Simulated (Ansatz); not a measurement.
# AlNi: one atom moved over a plane

Aim: for AlNi, map the energy of atom 1 (Al) over a plane.

Computed with Ansatz 0.2.0 (DFT PBEsol, scalar-relativistic, plane waves, PAW, unless a step's input says otherwise).

2 further runs of the same task are left out: 2 set aside as unsound or not needed. Runs told in other sessions of the task aren't counted.

### Step 1. The structure to begin with

The structure is tetragonal, space group P4/mmm (No. 123). Conventional cell: a = 2.859 Å, b = 2.859 Å, c = 2.869 Å, α = 90.00°, β = 90.00°, γ = 90.00°. Al (site symmetry 4/mmm) has 8 Ni at 2.48 Å in its first shell of neighbours. Ni (site symmetry 4/mmm) is surrounded by 8 Al at 2.48 Å.

Structure file:

```xyz
2
Lattice="2.0213 -2.0213 0.0000 2.0213 2.0213 0.0000 0.0000 0.0000 2.8694" Properties=species:S:1:pos:R:3 pbc="T T T"
Al    0.0000    0.0000    0.0000
Ni    2.0213    0.0000    1.4347
```

It goes back to an entry of the Materials Project, which need not be the stable form.

This cell was relaxed beforehand with the same method: volume 11.72 Å³/atom, gap on the mesh none (metal).

### Step 2. The reference cell

The reference gives a free energy of -6330.8676 eV, pressure 0.02 GPa, largest force 0.000 eV/Å and gap on the mesh none (metal). It was computed beforehand with the settings of the runs below.

### Step 3. Next: one atom moved over a plane

Atom 1 (Al) is moved by p along (0.707, 0.707, 0.000) and q along (0.000, 0.000, 1.000) (Å), all else fixed; its images in the other cells move with it. Points alike by symmetry are run once.

### Step 4. At p = -0.200, q = -0.200

input.yaml

```yaml
crystal:
  lattice:
    - [2.0213280871, -2.0213497883, 0.0]
    - [2.0213280871, 2.0213497883, 0.0]
    - [0.0, 0.0, 2.8694088109]
  atoms:
    - { symbol: Al, position: [-3.756e-07, -0.0699641973, -0.0697007688] }
    - { symbol: Ni, position: [0.5, 0.5, 0.5] }
basis:
  ecutwfc: 420
kpoints:
  mp_grid: { grid: [20, 20, 20] }
hamiltonian:
  xc: pbesol
scf:
  occupations: { method: gaussian, width: 0.15 }
output:
  forces: true
  stress: true
  eigenvalues: true
  write_density: true
  write_potential: true
  elf: true
  volumetric_format: npy
```

Command:

```
$ ansatz run input.yaml --threads 2 --pin off --max-ram 5120MiB --backend cpu --events-out ev --progress --plain --runs-dir out
```

Output, cut to the lines that bear on the results:

```text
Warning: 1 symmetry operations that the atoms keep within the bar at which the run's group was sought (crystal.symmetry.tolerance 1.0e-5, or twice it) were not taken beside the 1 unitary ones that the detection took (of a slab, those that keep its plane). If the more symmetric cell is [...]
Warning: RAYON_NUM_THREADS=2 ignored (pool sized by the plan → 2); use --threads N
[...]
Pseudopotentials: kind: paw
Pseudopotential: Al, paw, valence charge 3, recommended cutoff 420 eV (normal), Al.paw.azcp
Pseudopotential: Ni, paw, valence charge 18, recommended cutoff 420 eV (normal), Ni.paw.azcp
Functional definition: PBEsol
[...]
Crystal: 2 atoms, lattice volume = 23.448 Å³
Basis set: ecut = 420 eV, 461 PW (Γ), exchange–correlation on 40×40×40 points (8 copies of the dense FFT grid, shifted against one another)
Bands: 15, of which v1, the nominal top of the filled ones, is band 11 counted from 1 (10 counted from 0)
Symmetry: 1 space group operations
Space group: P1 (ITA 1), of the structure as read, at distance tolerance 2.9e-5 Å
k-points: 4004 of 8000 (time reversal used)
[...]
SCF iter   1: F=—  HF=-6330.608359 eV  |F-HF|=—  |Δ(HF+E_count)|=         —  Δρ=1.77e-2  dr2=4.20e-2  ethr=1.77e-3  ⟨swp⟩=4.4  Hψ=268330  notcnv=0
[...]
SCF iter   6: F=-6330.602474 eV  HF=-6330.602474 eV  |F-HF|=5.73e-11  |Δ(HF+E_count)|=   1.26e-9  Δρ=1.54e-6  dr2=2.92e-10  ethr=2.40e-10  ⟨swp⟩=6.2  Hψ=331778  notcnv=0
[...]
SCF converged after 6 iterations
Free energy (F): -6330.602474 eV
[...]
E sigma→0 (E₀):  -6330.597759 eV
Entropy (-TS):   -0.009430 eV (-4.715 meV/atom)
Fermi energy:    14.158905 eV
[...]
--- Forces (eV/Å), atoms counted from 1 ---
  atom   1  Al     0.99476326     0.99466533     1.41007202
  atom   2  Ni    -0.99476383    -0.99466593    -1.41007344
[...]
--- Stress (GPa, compression-positive) ---
        6.274161      -1.408192       4.201224
       -1.408192       6.271204       4.200877
        4.201224       4.200877       4.602146
  P = ⅓ Tr σ = 5.7158 GPa (57.158 kbar)
--- Band table (eV; the first three rows and the last of 4004) ---
  k-point 0: bands = ["-88.9050", "-49.4704", "-49.4687", "-49.4307", "2.8977", "10.7276", "10.7724", "12.4599", "12.5565", "12.5789", "19.6387", "19.8115", "19.8882", "22.4614", "22.4990"]
[...]
```

Wall time 64 s (2 threads of Arm Neoverse V2, shared host); peak memory 1.7 GiB.

Density in a lattice plane of the grid's cell (edges 2.86 and 2.87 Å, at 0.500 of the third edge), which holds Ni.

Ten even steps from ' ' (0.21 e/Å³) to '@' (47.09 e/Å³):
```
                                                
                                                
                                                
                                                
                                                
                      ......                    
                  ....::::::....                
                ..::--==++==--::..              
                ..--++%%%%%%++--..              
                ..--**@@@@@@**--..              
                ..--++%%%%%%++--..              
                ..::--==++==--::..              
                  ....::::::....                
                        ..                      
                                                
                                                
                                                
                                                
                                                
                                                
```
Columns run along the first of these edges and rows up along the second, over one cell in 24 and 20 even steps from the bottom left corner. Atoms in the plane (fractional): Ni at (0.50, 0.50).

ELF in the same plane.

Values, 12 rows by 12 columns:
```
0.51 0.51 0.49 0.43 0.36 0.30 0.28 0.30 0.36 0.43 0.49 0.51
0.53 0.51 0.44 0.34 0.25 0.21 0.20 0.21 0.25 0.34 0.44 0.51
0.51 0.47 0.35 0.25 0.22 0.23 0.23 0.23 0.22 0.25 0.35 0.47
0.46 0.39 0.26 0.22 0.26 0.33 0.36 0.33 0.26 0.22 0.26 0.39
0.40 0.31 0.21 0.23 0.33 0.48 0.55 0.48 0.33 0.23 0.21 0.31
0.36 0.27 0.19 0.24 0.36 0.56 0.66 0.56 0.36 0.24 0.19 0.27
0.35 0.27 0.19 0.22 0.33 0.48 0.56 0.48 0.33 0.22 0.19 0.27
0.36 0.30 0.20 0.19 0.26 0.33 0.37 0.33 0.26 0.19 0.20 0.30
0.40 0.36 0.26 0.20 0.20 0.22 0.23 0.22 0.20 0.20 0.26 0.36
0.43 0.41 0.35 0.27 0.21 0.18 0.18 0.18 0.21 0.27 0.35 0.41
0.46 0.45 0.43 0.38 0.31 0.27 0.25 0.27 0.31 0.38 0.43 0.45
0.48 0.49 0.48 0.45 0.40 0.36 0.35 0.36 0.40 0.45 0.48 0.49
```
Columns run along the first of these edges and rows up along the second, over one cell in 12 and 12 even steps from the bottom left corner. Atoms in the plane (fractional): Ni at (0.50, 0.50).

Both are smooth fields of the valence electrons: close to the nuclei they are not physical.

Outside the cores ELF peaks at 0.55 beside Al, off the lines to its neighbours, 1.0 Å from Al.

### Step 5. At p = -0.200, q = 0.000

Changes to input.yaml since step 4:

```diff
@@ -6,3 +6,3 @@
   atoms:
-    - { symbol: Al, position: [-3.756e-07, -0.0699641973, -0.0697007688] }
+    - { symbol: Al, position: [-3.756e-07, -0.0699641973, 0.0] }
     - { symbol: Ni, position: [0.5, 0.5, 0.5] }
@@ -20,5 +20 @@
   eigenvalues: true
-  write_density: true
-  write_potential: true
-  elf: true
-  volumetric_format: npy
```

Command:

```
$ ansatz run input.yaml --threads 2 --pin off --max-ram 5120MiB --backend cpu --events-out ev --progress --plain --runs-dir out
```

Output, cut to the lines that bear on the results:

```text
Warning: 2 symmetry operations that the atoms keep within the bar at which the run's group was sought (crystal.symmetry.tolerance 1.0e-5, or twice it) were not taken beside the 2 unitary ones that the detection took (of a slab, those that keep its plane). If the more symmetric cell is [...]
Warning: RAYON_NUM_THREADS=2 ignored (pool sized by the plan → 2); use --threads N
[...]
[... 4 set-up lines as earlier in the session ...]
[...]
Crystal: 2 atoms, lattice volume = 23.448 Å³
Basis set: ecut = 420 eV, 461 PW (Γ), exchange–correlation on 40×40×40 points (8 copies of the dense FFT grid, shifted against one another)
Bands: 15, of which v1, the nominal top of the filled ones, is band 11 counted from 1 (10 counted from 0)
Symmetry: 2 space group operations
Space group: Pm (ITA 6), of the structure as read, at distance tolerance 2.9e-5 Å
[...]
SCF iter   6: F=-6330.743515 eV  HF=-6330.743515 eV  |F-HF|=1.75e-10  |Δ(HF+E_count)|=   7.98e-9  Δρ=1.49e-6  dr2=2.79e-10  ethr=3.55e-10  ⟨swp⟩=3.8  Hψ=124561  notcnv=0
the search or the solves at the SCF's close seem to have found levels that the self-consistency loop had missed (the run counts 1). By its estimate they hold under 1e-12 electrons; where the run keeps them, the occupations were computed again with them
[...]
SCF converged after 6 iterations
Free energy (F): -6330.743515 eV
[...]
E sigma→0 (E₀):  -6330.738697 eV
Entropy (-TS):   -0.009637 eV (-4.818 meV/atom)
Fermi energy:    14.173034 eV
[...]
--- Forces (eV/Å), atoms counted from 1 ---
  atom   1  Al     0.87751979     0.87743328     0.00000000
  atom   2  Ni    -0.87751745    -0.87743094     0.00000000
[...]
--- Stress (GPa, compression-positive) ---
        2.487046      -1.100285       0.000000
       -1.100285       2.484345       0.000000
        0.000000       0.000000       3.337385
  P = ⅓ Tr σ = 2.7696 GPa (27.696 kbar)
--- Band table (eV; the first three rows and the last of 2222) ---
  k-point 0: bands = ["-88.8797", "-49.4367", "-49.4356", "-49.4159", "2.8926", "10.7788", "10.8233", "12.5446", "12.5851", "12.5963", "19.6623", "19.7986", "19.8121", "22.4014", "22.4550"]
[...]
```

It took 34 s on 2 threads of Arm Neoverse V2, shared host; peak memory 1.1 GiB.

### Step 6. Point p = 0.000, q = -0.200

Changes to input.yaml since step 5:

```diff
@@ -6,3 +6,3 @@
   atoms:
-    - { symbol: Al, position: [-3.756e-07, -0.0699641973, 0.0] }
+    - { symbol: Al, position: [0.0, 0.0, -0.0697007688] }
     - { symbol: Ni, position: [0.5, 0.5, 0.5] }
```

Command:

```
$ ansatz run input.yaml --threads 2 --pin off --max-ram 5120MiB --backend cpu --events-out ev --progress --plain --runs-dir out
```

Output, cut to the lines that bear on the results:

```text
[...]
SCF converged after 6 iterations
Free energy (F): -6330.743222 eV
[...]
E sigma→0 (E₀):  -6330.738409 eV
Entropy (-TS):   -0.009626 eV (-4.813 meV/atom)
Fermi energy:    14.172890 eV
[...]
--- Forces (eV/Å), atoms counted from 1 ---
  atom   1  Al     0.00000000     0.00000000     1.24421906
  atom   2  Ni     0.00000000     0.00000000    -1.24421525
[...]
--- Stress (GPa, compression-positive) ---
        3.628577       0.000000       0.000000
        0.000000       3.625617       0.000000
        0.000000       0.000000       1.119715
  P = ⅓ Tr σ = 2.7913 GPa (27.913 kbar)
--- Band table (eV; the first three rows and the last of 1221) ---
  k-point 0: bands = ["-88.8799", "-49.4360", "-49.4360", "-49.4169", "2.8927", "10.7804", "10.8200", "12.5552", "12.5848", "12.5848", "19.6849", "19.7989", "19.7990", "22.4155", "22.4274"]
[...]
```

Wall time 14 s (2 threads of Arm Neoverse V2, shared host); peak memory 0.75 GiB.

### Step 7. Point p = -0.200, q = -0.100

Changes to input.yaml since step 6:

```diff
@@ -6,3 +6,3 @@
   atoms:
-    - { symbol: Al, position: [0.0, 0.0, -0.0697007688] }
+    - { symbol: Al, position: [-3.756e-07, -0.0699641973, -0.0348503844] }
     - { symbol: Ni, position: [0.5, 0.5, 0.5] }
```

Command:

```
$ ansatz run input.yaml --threads 2 --pin off --max-ram 5120MiB --backend cpu --events-out ev --progress --plain --runs-dir out
```

Output, cut to the lines that bear on the results:

```text
[...]
SCF converged after 6 iterations
Free energy (F): -6330.708255 eV
[...]
E sigma→0 (E₀):  -6330.703463 eV
Entropy (-TS):   -0.009584 eV (-4.792 meV/atom)
Fermi energy:    14.169421 eV
[...]
--- Forces (eV/Å), atoms counted from 1 ---
  atom   1  Al     0.90690350     0.90681410     0.70524951
  atom   2  Ni    -0.90690292    -0.90681355    -0.70524911
[...]
--- Stress (GPa, compression-positive) ---
        3.435536      -1.177574       2.125629
       -1.177574       3.432770       2.125454
        2.125629       2.125454       3.668746
  P = ⅓ Tr σ = 3.5124 GPa (35.124 kbar)
--- Band table (eV; the first three rows and the last of 4004) ---
  k-point 0: bands = ["-88.8861", "-49.4446", "-49.4444", "-49.4198", "2.8940", "10.7679", "10.8082", "12.5211", "12.5778", "12.5941", "19.6540", "19.8021", "19.8343", "22.4169", "22.4661"]
[...]
```

Run time: 45 s. Hardware: 2 threads of Arm Neoverse V2, shared host; peak memory 1.8 GiB.

### Step 8. p = -0.100, q = -0.200

Changes to input.yaml since step 7:

```diff
@@ -6,3 +6,3 @@
   atoms:
-    - { symbol: Al, position: [-3.756e-07, -0.0699641973, -0.0348503844] }
+    - { symbol: Al, position: [-1.878e-07, -0.0349820986, -0.0697007688] }
     - { symbol: Ni, position: [0.5, 0.5, 0.5] }
```

Command:

```
$ ansatz run input.yaml --threads 2 --pin off --max-ram 5120MiB --backend cpu --events-out ev --progress --plain --runs-dir out
```

Output, cut to the lines that bear on the results:

```text
[...]
SCF converged after 6 iterations
Free energy (F): -6330.708027 eV
[...]
E sigma→0 (E₀):  -6330.703239 eV
Entropy (-TS):   -0.009577 eV (-4.789 meV/atom)
Fermi energy:    14.169316 eV
[...]
--- Forces (eV/Å), atoms counted from 1 ---
  atom   1  Al     0.49774439     0.49769559     1.28579602
  atom   2  Ni    -0.49774375    -0.49769497    -1.28579509
[...]
--- Stress (GPa, compression-positive) ---
        4.298600      -0.345571       2.126184
       -0.345571       4.295641       2.126012
        2.126184       2.126012       1.991885
  P = ⅓ Tr σ = 3.5287 GPa (35.287 kbar)
--- Band table (eV; the first three rows and the last of 4004) ---
  k-point 0: bands = ["-88.8863", "-49.4446", "-49.4442", "-49.4204", "2.8940", "10.7694", "10.8055", "12.5257", "12.5776", "12.5888", "19.6675", "19.8023", "19.8278", "22.4275", "22.4454"]
[...]
```

It took 44 s on 2 threads of Arm Neoverse V2, shared host; peak memory 1.8 GiB.

### Step 9. At p = -0.100, q = 0.000

Changes to input.yaml since step 8:

```diff
@@ -6,3 +6,3 @@
   atoms:
-    - { symbol: Al, position: [-1.878e-07, -0.0349820986, -0.0697007688] }
+    - { symbol: Al, position: [-1.878e-07, -0.0349820986, 0.0] }
     - { symbol: Ni, position: [0.5, 0.5, 0.5] }
```

Command:

```
$ ansatz run input.yaml --threads 2 --pin off --max-ram 5120MiB --backend cpu --events-out ev --progress --plain --runs-dir out
```

Output, cut to the lines that bear on the results:

```text
Warning: 2 symmetry operations that the atoms keep within the bar at which the run's group was sought (crystal.symmetry.tolerance 1.0e-5, or twice it) were not taken beside the 2 unitary ones that the detection took (of a slab, those that keep its plane). If the more symmetric cell is [...]
Warning: RAYON_NUM_THREADS=2 ignored (pool sized by the plan → 2); use --threads N
[...]
[... 4 set-up lines as earlier in the session ...]
[...]
Crystal: 2 atoms, lattice volume = 23.448 Å³
Basis set: ecut = 420 eV, 461 PW (Γ), exchange–correlation on 40×40×40 points (8 copies of the dense FFT grid, shifted against one another)
Bands: 15, of which v1, the nominal top of the filled ones, is band 11 counted from 1 (10 counted from 0)
[... 2 set-up lines as earlier in the session ...]
k-points: 2222 of 8000 (time reversal used)
[...]
SCF iter   1: F=—  HF=-6330.843360 eV  |F-HF|=—  |Δ(HF+E_count)|=         —  Δρ=1.90e-2  dr2=4.92e-2  ethr=1.77e-3  ⟨swp⟩=4.4  Hψ=149110  notcnv=0
[...]
SCF iter   6: F=-6330.836600 eV  HF=-6330.836600 eV  |F-HF|=1.04e-10  |Δ(HF+E_count)|=   1.05e-8  Δρ=1.45e-6  dr2=1.91e-10  ethr=3.28e-10  ⟨swp⟩=3.8  Hψ=127072  notcnv=0
[...]
SCF converged after 6 iterations
Free energy (F): -6330.836600 eV
[...]
E sigma→0 (E₀):  -6330.831707 eV
Entropy (-TS):   -0.009784 eV (-4.892 meV/atom)
Fermi energy:    14.183695 eV
[...]
--- Forces (eV/Å), atoms counted from 1 ---
  atom   1  Al     0.43882609     0.43878286     0.00000000
  atom   2  Ni    -0.43882654    -0.43878330     0.00000000
[...]
--- Stress (GPa, compression-positive) ---
        0.715810      -0.269195       0.000000
       -0.269195       0.713100       0.000000
        0.000000       0.000000       0.703858
  P = ⅓ Tr σ = 0.7109 GPa (7.109 kbar)
--- Band table (eV; the first three rows and the last of 2222) ---
  k-point 0: bands = ["-88.8614", "-49.4120", "-49.4111", "-49.4062", "2.8899", "10.8308", "10.8431", "12.5959", "12.6059", "12.6168", "19.6552", "19.7918", "19.7954", "22.3657", "22.4011"]
[...]
```

It took 25 s on 2 threads of Arm Neoverse V2, shared host; peak memory 1.1 GiB.

### Step 10. Point p = 0.000, q = -0.100

Changes to input.yaml since step 9:

```diff
@@ -6,3 +6,3 @@
   atoms:
-    - { symbol: Al, position: [-1.878e-07, -0.0349820986, 0.0] }
+    - { symbol: Al, position: [0.0, 0.0, -0.0348503844] }
     - { symbol: Ni, position: [0.5, 0.5, 0.5] }
```

Command:

```
$ ansatz run input.yaml --threads 2 --pin off --max-ram 5120MiB --backend cpu --events-out ev --progress --plain --runs-dir out
```

Output, cut to the lines that bear on the results:

```text
[...]
SCF converged after 6 iterations
Free energy (F): -6330.836533 eV
[...]
E sigma→0 (E₀):  -6330.831643 eV
Entropy (-TS):   -0.009780 eV (-4.890 meV/atom)
Fermi energy:    14.183654 eV
[...]
--- Forces (eV/Å), atoms counted from 1 ---
  atom   1  Al     0.00000000     0.00000000     0.62194204
  atom   2  Ni     0.00000000     0.00000000    -0.62194217
[...]
--- Stress (GPa, compression-positive) ---
        0.995188       0.000000       0.000000
        0.000000       0.992414       0.000000
        0.000000       0.000000       0.161254
  P = ⅓ Tr σ = 0.7163 GPa (7.163 kbar)
--- Band table (eV; the first three rows and the last of 1221) ---
  k-point 0: bands = ["-88.8615", "-49.4112", "-49.4112", "-49.4071", "2.8899", "10.8330", "10.8405", "12.6058", "12.6058", "12.6066", "19.6612", "19.7919", "19.7920", "22.3689", "22.3944"]
[...]
```

Wall time 14 s (2 threads of Arm Neoverse V2, shared host); peak memory 0.75 GiB.

### Step 11. p = -0.100, q = -0.100

Changes to input.yaml since step 10:

```diff
@@ -6,3 +6,3 @@
   atoms:
-    - { symbol: Al, position: [0.0, 0.0, -0.0348503844] }
+    - { symbol: Al, position: [-1.878e-07, -0.0349820986, -0.0348503844] }
     - { symbol: Ni, position: [0.5, 0.5, 0.5] }
```

Command:

```
$ ansatz run input.yaml --threads 2 --pin off --max-ram 5120MiB --backend cpu --events-out ev --progress --plain --runs-dir out
```

Output, cut to the lines that bear on the results:

```text
Warning: 1 symmetry operations that the atoms keep within the bar at which the run's group was sought (crystal.symmetry.tolerance 1.0e-5, or twice it) were not taken beside the 1 unitary ones that the detection took (of a slab, those that keep its plane). If the more symmetric cell is [...]
Warning: RAYON_NUM_THREADS=2 ignored (pool sized by the plan → 2); use --threads N
[...]
[... 4 set-up lines as earlier in the session ...]
[...]
Crystal: 2 atoms, lattice volume = 23.448 Å³
Basis set: ecut = 420 eV, 461 PW (Γ), exchange–correlation on 40×40×40 points (8 copies of the dense FFT grid, shifted against one another)
Bands: 15, of which v1, the nominal top of the filled ones, is band 11 counted from 1 (10 counted from 0)
[... 2 set-up lines as earlier in the session ...]
k-points: 4004 of 8000 (time reversal used)
[...]
SCF iter   1: F=—  HF=-6330.811062 eV  |F-HF|=—  |Δ(HF+E_count)|=         —  Δρ=1.88e-2  dr2=4.79e-2  ethr=1.77e-3  ⟨swp⟩=4.4  Hψ=268347  notcnv=0
[...]
SCF iter   6: F=-6330.804464 eV  HF=-6330.804464 eV  |F-HF|=3.27e-11  |Δ(HF+E_count)|=   7.68e-9  Δρ=1.44e-6  dr2=1.88e-10  ethr=3.03e-10  ⟨swp⟩=3.8  Hψ=233998  notcnv=0
[...]
SCF converged after 6 iterations
Free energy (F): -6330.804464 eV
[...]
E sigma→0 (E₀):  -6330.799597 eV
Entropy (-TS):   -0.009734 eV (-4.867 meV/atom)
Fermi energy:    14.180014 eV
[...]
--- Forces (eV/Å), atoms counted from 1 ---
  atom   1  Al     0.45358011     0.45353551     0.64280978
  atom   2  Ni    -0.45358016    -0.45353558    -0.64281011
[...]
--- Stress (GPa, compression-positive) ---
        1.613079      -0.288356       1.075788
       -0.288356       1.610307       1.075701
        1.075788       1.075701       1.039794
  P = ⅓ Tr σ = 1.4211 GPa (14.211 kbar)
--- Band table (eV; the first three rows and the last of 4004) ---
  k-point 0: bands = ["-88.8677", "-49.4199", "-49.4196", "-49.4101", "2.8910", "10.8196", "10.8292", "12.5778", "12.5987", "12.6101", "19.6587", "19.7947", "19.8039", "22.3817", "22.4122"]
[...]
```

Wall time 45 s (2 threads of Arm Neoverse V2, shared host); peak memory 1.7 GiB.

### Step 12. All points together

Energy above the undisturbed cell in eV/cell; points alike by symmetry are filled in, and a dash was not computed:

```csv
p \ q,-0.200,-0.100,0.000,0.100,0.200
-0.200,0.265,0.159,0.124,0.159,0.265
-0.100,0.160,0.063,0.031,0.063,0.160
0.000,0.124,0.031,0.000,0.031,0.124
0.100,0.160,0.063,0.031,0.063,0.160
0.200,0.265,0.159,0.124,0.159,0.265
```

Pressure in GPa:

```csv
p \ q,-0.200,-0.100,0.000,0.100,0.200
-0.200,5.7,3.5,2.8,3.5,5.7
-0.100,3.5,1.4,0.7,1.4,3.5
0.000,2.8,0.7,0.0,0.7,2.8
0.100,3.5,1.4,0.7,1.4,3.5
0.200,5.7,3.5,2.8,3.5,5.7
```

### Step 13. What came out

| quantity | value |
| --- | --- |
| highest point | 0.265 eV/cell at (p, q) = (-0.200, -0.200) |
| lowest point away from the origin | 0.031 eV/cell at (-0.100, 0.000) |

What this shows: No computed point lies below the origin. Read as harmonic, the points at ±0.100 Å give force constants of 6.21 eV/Å² along p and 6.22 eV/Å² along q, so the site is nearly isotropic in this plane. Spin polarisation is off in the runs that give these values; a magnetic solution could lie lower.
